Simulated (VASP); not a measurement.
Wanted: the native input for a VASP 6.6.1 run.

| Property | Result |
| --- | --- |
| Task | single point |
| Functional | PBE |
| Potentials or basis | VASP PAW PBE potentials, release 64 (Te, Sn_d) |
| Cutoff | 520 eV |
| k mesh | 7 × 7 × 7 |
| Occupations | fermi-dirac, width 0.05 eV |
| Spin | no spin polarisation |
| Further INCAR settings | ALGO = Normal; EDIFF = 1e-07; NBANDS = 17 |

The structure of SnTe lies in POSCAR:

```
SnTe
1.0
    0.0000000000      3.6111460000      3.6111460000
    3.6111460000      0.0000000000      3.6111460000
    3.6111460000      3.6111460000      0.0000000000
Te Sn
1 1
Direct
    0.2510420000      0.2569570000      0.2411300000
    0.0078840000     -0.0047240000     -0.0072590000
```

The cell comes from a database or a generator and needn't be the stable form of this composition.

The cell isn't the ideal one: atoms moved at random, drawn with an rms of 0.05 Å.

These files were run (other wordings do the same):

INCAR

```
ALGO = Normal
EDIFF = 1E-7
ENCUT = 520
GGA = PE
ISIF = 2
ISMEAR = -1
LASPH = T
LCHARG = T
LELF = T
LREAL = F
LVHAR = T
LWAVE = F
NBANDS = 17
NELM = 60
PREC = Accurate
SIGMA = 0.05
```

KPOINTS

```
k-points
0
Gamma
  7 7 7
```

Potentials or basis: VASP PAW PBE potentials, release 64 (Te, Sn_d).

Command:

```console
$ cat potpaw_PBE.64/Te/POTCAR potpaw_PBE.64/Sn_d/POTCAR > POTCAR
$ mpirun -np 1 vasp_std > vasp.out
```

Results of the run:

```json
{
  "Pressure": "-0.1 GPa",
  "Largest force": "0.126 eV/Å",
  "Band gap on the k mesh": "0.30 eV, indirect (least direct gap 0.83 eV)"
}
```

Caveat: spin-orbit coupling is left out, which moves the levels of the heavy elements; an odd mesh through Γ misses points on the zone boundary, where band edges often lie.

Run time: 2.8 min on 1 thread of Intel(R) Xeon(R) 6975P-C (Granite Rapids) (shared host), peak memory 0.45 GiB.
